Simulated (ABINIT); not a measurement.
Crystal: Pb.

```
Pb
1.0
     3.48000    0.00000    0.00000
    -1.74000    3.01377    0.00000
     0.00000    0.00000    5.59000
Pb
2
Direct
  0.66667 0.33333 0.75000
  0.33333 0.66667 0.25000
```

This isn't the form of Pb at room conditions, which is fcc.

```yaml
Program: ABINIT 10.8.3 (patched build)
Task: relaxation of cell and atoms
Functional: revPBE
Potentials_or_basis: JTH PAW PBE v2.0
Cutoff: 707 eV
k_mesh: 7 × 7 × 4
Occupations: fermi-dirac, width 0.05 eV
Spin: no spin polarisation
```

At the start: pressure 5.1 GPa; volume 29.31 Å³/atom.

Task: Where does the relaxation end?

Result: Over 5 steps the energy falls by 48.6 meV/atom and the volume is 32.75 Å³/atom (+11.7 %); space group P6_3/mmc (No. 194, to 0.05 Å).

The path:
| step | energy change (eV) | largest force (eV/Å) | pressure (GPa) | volume (Å³) |
| --- | --- | --- | --- | --- |
| 1 | 0.0000 | 0.0000 | 5.11 | 58.63 |
| 2 | -0.0268 | 0.0000 | 4.17 | 59.55 |
| 3 | -0.0937 | 0.0000 | 0.72 | 64.15 |
| 4 | -0.0968 | 0.0000 | 0.11 | 65.25 |
| 5 | -0.0971 | 0.0000 | 0.00 | 65.50 |

Final structure:
```yaml
crystal:
  lattice:
    - [3.62661, 0.00000, 0.00000]
    - [-1.81331, 3.14074, 0.00000]
    - [0.00000, 0.00000, 5.75095]
  atoms:
    - { symbol: Pb, position: [0.66667, 0.33333, 0.75000] }
    - { symbol: Pb, position: [0.33333, 0.66667, 0.25000] }
```

Caveat: the PAW data sets were made with another functional, which shifts forces and pressure a little.
